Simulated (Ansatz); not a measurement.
## Lattice dynamics at Γ of LiF (zincblende)

Perturbation theory with PBEsol in Ansatz 0.2.0 on the PBEsol cell, ground state and force constants on an 8×8×8 mesh. The cell comes from a prototype generator: it can be a known phase or a hypothetical one. Spin polarisation is off.

It is cubic, F-43m (No. 216); a = 4.311 Å in the conventional setting, 10.02 Å³ an atom. Around Li lie 4 F at 1.87 Å; around F lie 4 Li at 1.87 Å.

```
CELL_PARAMETERS angstrom
0.00000 2.15574 2.15574
2.15574 0.00000 2.15574
2.15574 2.15574 0.00000
ATOMIC_POSITIONS crystal
Li 0.00000 0.00000 0.00000
F 0.25000 0.25000 0.25000
```

Optical modes without the longitudinal term:
```
ω (cm⁻¹)  degeneracy  IR intensity, summed over the level ((D/Å)²/amu)
     431           3                                             13.19
```

The optical mode at Γ lies at 431 cm⁻¹ without the longitudinal term. With the long-range field the highest mode reaches 657 cm⁻¹.

The clamped-ion dielectric constant comes out as 1.90 in all directions. With the ions relaxed, ε⁰ is 4.4 in all directions. Born charges, averaged over directions: Li +0.98, F -0.98 e.

With one polar mode in a cubic crystal the Lyddane-Sachs-Teller relation applies: (ω_LO/ω_TO)² = (656.8/430.8)² = 2.324, and ε⁰/ε∞ = 4.426/1.904 = 2.324. The refractive index √ε∞ is 1.38.

For comparison, on the r2SCAN cell the mean ε∞ is 1.83 with r2SCAN (ground state on 8×8×8; least gap 8.66 eV), 1.89 with PBE (ground state on 8×8×8; least gap 7.93 eV).
